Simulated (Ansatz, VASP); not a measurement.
One calculation of Te, two programs

File INCAR:

```
PREC = Accurate
ENCUT = 520
EDIFF = 1E-6
ISMEAR = -1
SIGMA = 0.02
LREAL = False
LASPH = True
NELM = 80
ALGO = Normal
ISIF = 2
LWAVE = False
LCHARG = True
GGA = PE
LELF = True
LVHAR = True
NBANDS = 9
```

File KPOINTS:

```
Automatic mesh
0
Gamma
  6 6 6
```

POSCAR

```
Te
1.0
    2.3059043427      1.3313144930      1.6909537039
   -2.3059043427      1.3313144930      1.6909537039
    0.0000000000     -2.6626289860      1.6909537039
Te
1
Direct
    0.5000000000      0.5000000000      0.5000000000
```

Contents of input.yaml:

```yaml
crystal:
  lattice:
    - [2.3059043427, 1.331314493, 1.6909537039]
    - [-2.3059043427, 1.331314493, 1.6909537039]
    - [0.0, -2.662628986, 1.6909537039]
  atoms:
    - { symbol: Te, position: [0.5, 0.5, 0.5] }
kpoints:
  mp_grid: { grid: [6, 6, 6] }
scf:
  occupations: { method: fermi_dirac, width: 0.02 }
hamiltonian:
  xc: pbe
  pseudopotentials: { kind: all_electron, lapw: { basis_error: 0.003 } }
output:
  forces: true
  stress: true
  eigenvalues: true
```

This isn't the form of Te at room conditions, which is trigonal, of chains.

Alike in both runs: task single point; functional PBE; k mesh 6 × 6 × 6; occupations fermi-dirac, width 0.02 eV; no spin polarisation.

|  | VASP | Ansatz |
| --- | --- | --- |
| version | VASP 6.6.1 | Ansatz 0.2.0 |
| potentials or method | VASP PAW PBE potentials, release 64 (Te) | all-electron LAPW, scalar-relativistic |
| plane-wave cutoff (eV) | 520 | see its input |

Ansatz gave:

| Item | Value |
| --- | --- |
| gap on the k mesh at the Fermi level (eV) | none |
| pressure (GPa) | 2.0 |
| largest component of the traceless stress (GPa) | 1.01 |

**Question.** What did VASP give for the same quantities?

**Answer.** gap on the k mesh at the Fermi level (eV): none; pressure (GPa): 1.9; largest component of the traceless stress (GPa): 1.01.

A gap of «none» marks a metal or a gap that the smearing closes. Ansatz ran all-electron here, so the differences hold the error of VASP's frozen core and of both bases.

Caveats: the k mesh is thin for a metal, which can move the energy by tens of meV per atom (Ansatz). The runs have no spin-orbit coupling, so splittings on Te are missing.
